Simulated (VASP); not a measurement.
# SnS2 (Berndtite-2T) (P-3m1) in VASP: further runs

The runs below take SnS2 (Berndtite-2T) through band structure, phonons, dielectric tensor, with HSE06, rev-vdW-DF2, PBE.

Program: VASP 6.6.1. These are calculated values, not measurements. Logs are shortened: lines on timing, memory, paths and dates and some standing lists are left out, and cuts for length are marked.

**1. The crystal as given**

The structure is trigonal, space group P-3m1 (No. 164). Conventional cell: a = 3.667 Å, b = 3.667 Å, c = 5.811 Å, α = 90.00°, β = 90.00°, γ = 120.00°. Around Sn (site symmetry -3m) lie 6 S at 2.58 Å. S (site symmetry 3m) is surrounded by 3 Sn at 2.58 Å.

**2. Band structure, HSE06, spin-orbit coupling, no magnetisation**

Contents of POSCAR:

```
SnS2                                    
1.0
    3.6670894067     -0.0000000000      0.0000000000
   -1.8335447033      3.1757925842      0.0000000000
   -0.0000000000     -0.0000000000      5.8110412395
  Sn              S             
     1     2
Direct
     1.0000000000000000    0.0000000000000000    0.0000000000000000
     0.3333333332999970    0.6666666667000030    0.2543524669089092
     0.6666666667000030    0.3333333332999970    0.7456475330910908
```

Contents of INCAR.step1:

```
PREC = Accurate ; ENCUT = 520
EDIFF = 1E-5 ; ISMEAR = 0
SIGMA = 0.03 ; LREAL = False
LASPH = True ; NELM = 80
ALGO = Normal ; ISIF = 2
LWAVE = True ; LCHARG = False
LNONCOLLINEAR = True ; MAGMOM = 0 0 0 0 0 0 0 0 0
LORBIT = 11 ; LSORBIT = True
GGA_COMPAT = False ; KPAR = 4
GGA = PE
```

Contents of INCAR.step2:

```
PREC = Accurate ; ENCUT = 520
EDIFF = 1E-6 ; ISMEAR = 0
SIGMA = 0.03 ; LREAL = False
LASPH = True ; NELM = 80
ALGO = Normal ; ISIF = 2
LWAVE = False ; LCHARG = False
LNONCOLLINEAR = True ; MAGMOM = 0 0 0 0 0 0 0 0 0
LORBIT = 11 ; LSORBIT = True
GGA_COMPAT = False ; GGA = PE
LHFCALC = True ; HFSCREEN = 0.2
PRECFOCK = Fast ; KPAR = 4
ISTART = 1
```

Contents of KPOINTS:

```
Automatic mesh
0
Gamma
  6 6 3
```

Contents of KPOINTS_OPT:

```
explicit points
6
Reciprocal
 0.0000000000  0.0000000000  0.0000000000 1
 0.0000000000  0.0000000000  0.5000000000 1
 0.3333333333  0.3333333333  0.5000000000 1
 0.3333333333  0.3333333333  0.0000000000 1
 0.5000000000  0.0000000000  0.5000000000 1
 0.5000000000  0.0000000000  0.0000000000 1
```

Potentials or basis: VASP PAW PBE potentials, release 64 (Sn_d, S).

Started as:

```sh
cat potpaw_PBE.64/Sn_d/POTCAR potpaw_PBE.64/S/POTCAR > POTCAR
cp INCAR.step1 INCAR
mpirun -np 4 vasp_ncl > vasp.out
cp INCAR.step2 INCAR
mpirun -np 4 vasp_ncl > vasp.out
```

OUTCAR:

```text
PREC = Accurate
   ENCUT = 520
   EDIFF = 1E-6
   ISMEAR = 0
   LREAL = False
   LASPH = True
   NELM = 80
   ISIF = 2
   LNONCOLLINEAR = True
   LORBIT = 11
   LSORBIT = True
   GGA = PE
   LHFCALC = True
   HFSCREEN = 0.2
   PRECFOCK = Fast
   ISTART = 1

 ion  position               nearest neighbor table
   1  0.000  0.000  0.000-   2 2.58   3 2.58   3 2.58   2 2.58   3 2.58   2 2.58
   2  0.333  0.667  0.254-   1 2.58   1 2.58   1 2.58
   3  0.667  0.333  0.746-   1 2.58   1 2.58   1 2.58

  LATTYP: Found a hexagonal cell.
 ALAT       =     3.6670894067
 C/A-ratio  =     1.5846467307

  Lattice vectors:

 A1 = (   3.6670894067,   0.0000000000,   0.0000000000)
 A2 = (  -1.8335447033,   3.1757925842,   0.0000000000)
 A3 = (   0.0000000000,   0.0000000000,   5.8110412395)

Analysis of symmetry for initial positions (statically):
=====================================================================
 Subroutine PRICEL returns:
 Original cell was already a primitive cell.

 Routine SETGRP: Setting up the symmetry group for a
 hexagonal supercell.

 Subroutine GETGRP returns: Found 12 space group operations
 (whereof 12 operations were pure point group operations)
 out of a pool of 24 trial point group operations.

The static configuration has the point symmetry D_3d.

Analysis of symmetry for dynamics (positions and initial velocities):
=====================================================================
 Subroutine PRICEL returns:
 Original cell was already a primitive cell.

 Routine SETGRP: Setting up the symmetry group for a
 hexagonal supercell.

 Subroutine GETGRP returns: Found 12 space group operations
 (whereof 12 operations were pure point group operations)
 out of a pool of 24 trial point group operations.

The dynamic configuration has the point symmetry D_3d.

Analysis of structural, dynamic, and magnetic symmetry:
=====================================================================
 Subroutine PRICEL returns:
 Original cell was already a primitive cell.

 Routine SETGRP: Setting up the symmetry group for a
 hexagonal supercell.

 Subroutine GETGRP returns: Found 12 space group operations
 (whereof 12 operations were pure point group operations)
 out of a pool of 24 trial point group operations.

The overall configuration has the point symmetry D_3d.

 Subroutine INISYM returns: Found 12 space group operations
 (whereof 12 operations are pure point group operations),
 and found     1 'primitive' translations

----------------------------------------------------------------------------------------

                                     Primitive cell

  volume of cell :      67.6749

  direct lattice vectors                    reciprocal lattice vectors
     3.667089407  0.000000000  0.000000000     0.272695833  0.157441013  0.000000000
    -1.833544703  3.175792584  0.000000000     0.000000000  0.314882025  0.000000000
     0.000000000  0.000000000  5.811041239     0.000000000  0.000000000  0.172086199

  length of vectors
     3.667089407  3.667089407  5.811041239     0.314882025  0.314882025  0.172086199

  position of ions in fractional coordinates (direct lattice)
     0.000000000  0.000000000  0.000000000
     0.333333333  0.666666667  0.254352467
     0.666666667  0.333333333  0.745647533

  ion indices of the primitive-cell ions
   primitive index   ion index
                 1           1
                 2           2
                 3           3

----------------------------------------------------------------------------------------

 KPOINTS: Automatic mesh

Automatic generation of k-mesh.
 Grid dimensions read from file:
[... 75 lines left out ...]
   IMIX   =      1    mixing-type and parameters
     AMIX     =   0.40;   BMIX     =  1.00
     AMIX_MAG =   1.60;   BMIX_MAG =  1.00
  volume/ion in A,a.u.               =      22.56       152.23
  Fermi-wavevector in a.u.,A,eV,Ry     =   1.190118  2.248997 19.271037  1.416381
  Thomas-Fermi vector in A             =   2.326210
   LORBIT       =     11    0 simple, 1 ext, 2 COOP (PROOUT), +10 PAW based schemes
   GGA     = PE    functional components
   LHFCALC =     T    Hartree Fock is set to
   PRECFOCK=fast      Normal, Fast or Accurate (Low or Medium for compatibility)
   ENCUT4O =  -1.0   cutoff for four orbital integrals eV
   NKREDX  =     1    reduce k-point grid by
   NKREDY  =     1    reduce k-point grid by
   NKREDZ  =     1    reduce k-point grid by
   AEXX    =    0.2500 exact exchange contribution
   HFSCREEN=    0.2000 screening length (either q_TF or 0.3 A-1)
   HFSCREENC=   0.2000 screening length for correlation (either q_TF or 0.3 A-1)
   ENCUTFOCK=  -1.0 apply spherical cutoff to Coloumb kernel
   IVDW    =     0    specifies the selected vdW correction
   LEPSILON=     F    determine dielectric tensor
   LRPA    =     F    only Hartree local field effects (RPA)
 Gauss-broadening in eV      SIGMA  =   0.03
  energy-cutoff  :      520.00
  volume of cell :       67.67
 maximum number of plane-waves:      3672
 NGX is ok and might be reduce to    28
  NGX = 16; NGY = 16; NGZ = 28

 number of electron      26.0000010 magnetization      -0.0000000     -0.0000000      0.0000001

 number of electron      26.0000010 magnetization       0.0000000      0.0000000     -0.0000000

 Free energy of the ion-electron system (eV)
  ---------------------------------------------------
  ext. energy  EPLUGINS =         0.00000000
  ---------------------------------------------------
  free energy    TOTEN  =       -16.24528627 eV

  energy without entropy =      -16.24528627  energy(sigma->0) =      -16.24528627

 E-fermi :   4.3140     XC(G=0):  -8.0065

 val. band max:        4.1881709544   @ k =   0.0000   0.0000   0.0000
 cond. band min:       6.3716301172   @ k =   0.5000   0.0000   0.3333
 fundamental gap:      2.1834591628
 Fermi energy:         4.3139857113

 k-point     1 :       0.0000    0.0000    0.0000
  band No.  band energies     occupation
      1     -19.3822      1.00000
      2     -19.3822      1.00000
      3     -19.3564      1.00000
      4     -19.3564      1.00000
      5     -18.3447      1.00000
      6     -18.3447      1.00000
[... 618 lines left out ...]
     33      12.5884      0.00000
     34      12.5884      0.00000

------------------------ aborting loop because EDIFF is reached ----------------------------------------

  FORCE on cell =-STRESS in cart. coord.  units (eV):
  Direction    XX          YY          ZZ          XY          YZ          ZX
  --------------------------------------------------------------------------------------
  -------------------------------------------------------------------------------------
  Total       -0.3953029     -0.3953029     -0.3965252     -0.0000000      0.0000000     -0.0000000
  in kB       -9.3586445     -9.3586445     -9.3875840     -0.0000000      0.0000000     -0.0000000
  external PRESSURE =      -9.3682910 kB  Pullay stress =       0.0000000 kB

 VOLUME and BASIS-vectors are now :
 -----------------------------------------------------------------------------
  energy-cutoff  :      520.00
  volume of cell :       67.67
      direct lattice vectors                 reciprocal lattice vectors
     3.667089407  0.000000000  0.000000000     0.272695833  0.157441013  0.000000000
    -1.833544703  3.175792584  0.000000000     0.000000000  0.314882025  0.000000000
     0.000000000  0.000000000  5.811041239     0.000000000  0.000000000  0.172086199

 POSITION                                       TOTAL-FORCE (eV/Angst)
 -----------------------------------------------------------------------------------
      0.00000      0.00000      0.00000         0.000000     -0.000000      0.000000
     -0.00000      2.11720      1.47805        -0.000000     -0.000000     -0.528808
      1.83354      1.05860      4.33299         0.000000      0.000000      0.528808
 -----------------------------------------------------------------------------------
    total drift:                                0.000000     -0.000000      0.000000

  FREE ENERGIE OF THE ION-ELECTRON SYSTEM (eV)
  ---------------------------------------------------
  free  energy   TOTEN  =       -16.2452862662 eV

  energy  without entropy=      -16.2452862662  energy(sigma->0) =      -16.24528627

 Spin-Orbit-Coupling matrix elements

 Ion:    1  E_soc:     -0.0786619
 l=   1
     0.0000000    -0.0074300    -0.0074786
    -0.0074300     0.0000000    -0.0074300
    -0.0074786    -0.0074300     0.0000000
 l=   2
     0.0000000    -0.0011278     0.0000000    -0.0011278    -0.0045542
    -0.0011278     0.0000000    -0.0034050    -0.0011171    -0.0011278
     0.0000000    -0.0034050     0.0000000    -0.0034050     0.0000000
    -0.0011278    -0.0011171    -0.0034050     0.0000000    -0.0011278
    -0.0045542    -0.0011278     0.0000000    -0.0011278     0.0000000
 l=   3
     0.0000000     0.0000000     0.0000000     0.0000000     0.0000000     0.0000000     0.0000000
     0.0000000     0.0000000     0.0000000     0.0000000     0.0000000     0.0000000     0.0000000
     0.0000000     0.0000000     0.0000000     0.0000000     0.0000000     0.0000000     0.0000000
     0.0000000     0.0000000     0.0000000     0.0000000     0.0000000     0.0000000     0.0000000
[... 29 lines left out ...]
 l=   2
     0.0000000     0.0000000     0.0000000     0.0000000     0.0000000
     0.0000000     0.0000000     0.0000000     0.0000000     0.0000000
     0.0000000     0.0000000     0.0000000     0.0000000     0.0000000
     0.0000000     0.0000000     0.0000000     0.0000000     0.0000000
     0.0000000     0.0000000     0.0000000     0.0000000     0.0000000
 l=   3
     0.0000000     0.0000000     0.0000000     0.0000000     0.0000000     0.0000000     0.0000000
     0.0000000     0.0000000     0.0000000     0.0000000     0.0000000     0.0000000     0.0000000
     0.0000000     0.0000000     0.0000000     0.0000000     0.0000000     0.0000000     0.0000000
     0.0000000     0.0000000     0.0000000     0.0000000     0.0000000     0.0000000     0.0000000
     0.0000000     0.0000000     0.0000000     0.0000000     0.0000000     0.0000000     0.0000000
     0.0000000     0.0000000     0.0000000     0.0000000     0.0000000     0.0000000     0.0000000
     0.0000000     0.0000000     0.0000000     0.0000000     0.0000000     0.0000000     0.0000000

 total charge

# of ion       s       p       d       tot
------------------------------------------
    1        0.999   1.042  10.153  12.194
    2        1.359   2.349   0.000   3.708
    3        1.359   2.349   0.000   3.708
--------------------------------------------------
tot          3.717   5.740  10.153  19.610

 magnetization (x)

# of ion       s       p       d       tot
------------------------------------------
    1        0.000  -0.000   0.000  -0.000
    2        0.000   0.000   0.000   0.000
    3        0.000   0.000   0.000   0.000
--------------------------------------------------
tot          0.000  -0.000   0.000  -0.000

 magnetization (y)

# of ion       s       p       d       tot
------------------------------------------
    1        0.000   0.000   0.000   0.000
    2        0.000  -0.000   0.000  -0.000
    3        0.000   0.000   0.000   0.000
--------------------------------------------------
tot          0.000   0.000   0.000   0.000

 magnetization (z)

# of ion       s       p       d       tot
------------------------------------------
    1        0.000   0.000   0.000   0.000
    2        0.000   0.000   0.000   0.000
    3        0.000   0.000   0.000   0.000
--------------------------------------------------
tot          0.000   0.000   0.000   0.000
```

Wall time 50 min (4 MPI ranks of Intel Xeon Platinum 8488C (Sapphire Rapids), shared host); peak memory 0.52 GiB.

Results:

```yaml
Free_energy: -16.2453 eV
Pressure: -0.9 GPa
Largest_force: 0.529 eV/Å
Valence_electrons_inside_the_program's_atomic_spheres: Sn 12.19; S 3.71
```

Forces in eV/Å, atoms in the order of the input:
```
Sn   0.000  0.000  0.000
S    0.000  0.000 -0.529
S    0.000  0.000  0.529
```

Caveat: the k mesh is coarse (spacing up to 0.36 Å⁻¹), so the values aren't converged, least of all with exact exchange; the PAW data sets were made with another functional, which shifts forces and pressure a little; this functional lacks dispersion, which binds the layers, so the pressure and a relaxed spacing across them are unreliable.

(Continued in part 2 of 3.)
